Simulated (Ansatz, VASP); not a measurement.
## Two plane-wave programs on TiN (titanium nitride)

The input INCAR:

```
SYSTEM = TiN
PREC     = Accurate       ! precision mode
ENCUT    = 600            ! plane-wave cutoff, eV
EDIFF    = 1E-6           ! SCF threshold, eV
ISMEAR   = 0              ! smearing method
SIGMA    = 0.1            ! smearing width, eV
LREAL    = .FALSE.        ! projectors in reciprocal space
LASPH    = .TRUE.         ! aspherical terms in the spheres
NELM     = 80             ! most SCF steps
ALGO     = Normal         ! electronic algorithm
ISIF     = 3              ! what is computed and relaxed
LWAVE    = .FALSE.        ! write WAVECAR
LCHARG   = .FALSE.        ! write CHGCAR
GGA      = PE             ! functional
IBRION   = 2              ! ionic algorithm
NSW      = 80             ! ionic steps
EDIFFG   = -0.002         ! ionic threshold
```

Contents of KPOINTS:

```
Automatic mesh
0
G
  16 16 16
  0 0 0
```

POSCAR

```
TiN
1.0
    0.0000000000      2.1220000000      2.1220000000
    2.1220000000      0.0000000000      2.1220000000
    2.1220000000      2.1220000000      0.0000000000
Ti N
1 1
Direct
    0.0000000000      0.0000000000      0.0000000000
    0.5000000000      0.5000000000      0.5000000000
```

Input for Ansatz:

```yaml
crystal:
  lattice:
    - [0.0, 2.122, 2.122]
    - [2.122, 0.0, 2.122]
    - [2.122, 2.122, 0.0]
  atoms:
    - { symbol: Ti, position: [0.0, 0.0, 0.0] }
    - { symbol: "N", position: [0.5, 0.5, 0.5] }
scf:
  occupations: { method: gaussian, width: 0.1 }
output:
  forces: true
  stress: true
  eigenvalues: true
  write_density: true
  write_potential: true
  elf: true
  volumetric_format: npy
hamiltonian:
  xc: pbe
kpoints:
  mp_grid: { grid: [16, 16, 16] }
basis:
  ecutwfc: 560
relax:
  f_tol: 0.002
  max_steps: 60
  cell: { stress_tol: 0.03 }
```

Alike in both runs: task relaxation of cell and atoms; functional PBE; k mesh 16 × 16 × 16; occupations gaussian, width 0.1 eV; no spin polarisation.

|  | VASP | Ansatz |
| --- | --- | --- |
| version | VASP 6.6.1 | Ansatz 0.2.0 |
| potentials or method | VASP PAW PBE potentials, release 64 (Ti_sv, N) | scalar-relativistic, plane waves, PAW |
| plane-wave cutoff (eV) | 600 | 560 |
| valence electrons in the cell | 17 | 17 |

Ansatz gave:

```
gap on the k mesh at the Fermi level, each at its own relaxed structure (eV) : none
relaxed volume (Å³/atom)                                                     : 9.57
relaxed cell length with the largest relative difference (Å)                 : 3.003
```

What did VASP give for the same quantities?

gap on the k mesh at the Fermi level, each at its own relaxed structure (eV): none; relaxed volume (Å³/atom): 9.58; relaxed cell length with the largest relative difference (Å): 3.004.

A gap of «none» marks a metal or a gap that the smearing closes.

PBE usually gives volumes a little too large and moduli too small. Zero-point motion and thermal expansion aren't in these numbers.
